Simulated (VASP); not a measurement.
Set up this calculation in VASP 6.6.1, as the native input.

```
Task                   : single point
Functional             : PBE
Potentials or basis    : VASP PAW PBE potentials, release 64 (Ga_d, N)
Cutoff                 : 520 eV
k mesh                 : 8 × 5 × 1
Occupations            : gaussian, width 0.03 eV
Spin                   : no spin polarisation
Dipole correction      : yes
Further INCAR settings : ALGO = Normal; EDIFF = 1e-06; NBANDS = 106
```

The structure of GaN lies in POSCAR:

```
GaN
1.0
    3.2177256000      0.0000000000      0.0000000000
    0.0000000000      5.2440550000      0.0000000000
    0.0000000000      0.0000000000     27.0754049300
Ga N
10 10
Direct
    0.9999994600      0.0008140000      0.2770041700
    0.5000004500      0.5008140000      0.3113112800
    0.4999994300      0.0008140000      0.3799253100
    0.0000004100      0.5008140000      0.4142324200
    0.9999993900      0.0008140000      0.4828464400
    0.5000003800      0.5008140000      0.5171535600
    0.4999993600      0.0008140000      0.5857675800
    0.0000003500      0.5008140000      0.6200746900
    0.9999993300      0.0008140000      0.6886887200
    0.5000003200      0.5008140000      0.7229958300
    0.9999994600      0.6241860000      0.2770041700
    0.5000004500      0.1241860000      0.3113112800
    0.4999994300      0.6241860000      0.3799253100
    0.0000004100      0.1241860000      0.4142324200
    0.9999993900      0.6241860000      0.4828464400
    0.5000003800      0.1241860000      0.5171535600
    0.4999993600      0.6241860000      0.5857675800
    0.0000003500      0.1241860000      0.6200746900
    0.9999993300      0.6241860000      0.6886887200
    0.5000003200      0.1241860000      0.7229958300
```

These files were run (other wordings do the same):

INCAR

```
PREC     = Accurate       # precision mode
ENCUT    = 520            # plane-wave cutoff, eV
EDIFF    = 1E-6           # SCF threshold, eV
ISMEAR   = 0              # smearing method
SIGMA    = 0.03           # smearing width, eV
LREAL    = F              # projectors in reciprocal space
LASPH    = T              # aspherical terms in the spheres
NELM     = 80             # most SCF steps
ALGO     = Normal         # electronic algorithm
ISIF     = 2              # what is computed and relaxed
LWAVE    = F              # write WAVECAR
LCHARG   = F              # write CHGCAR
LDIPOL   = T            
IDIPOL   = 3            
DIPOL    = 0.5 0.5 0.500
GGA      = PE             # functional
NBANDS   = 106            # bands
LVHAR    = T            
LVACPOTAV= T            
ICORELEVEL= 1
```

KPOINTS

```
Automatic mesh
0
Gamma
  8 5 1
```

Potentials or basis: VASP PAW PBE potentials, release 64 (Ga_d, N).

The run is started by

```console
$ cat potpaw_PBE.64/Ga_d/POTCAR potpaw_PBE.64/N/POTCAR > POTCAR
$ mpirun -np 8 vasp_std > vasp.out
```

It gave:

```
Largest force                          : 2.531 eV/Å
Band gap on the k mesh                 : 0.48 eV, direct
Ionisation potential of the upper face : 5.11 eV
```

Wall time 7.4 min on 8 MPI ranks on Intel(R) Xeon(R) Platinum 8488C (Sapphire Rapids), on a shared host, peak memory 0.24 GiB a rank.
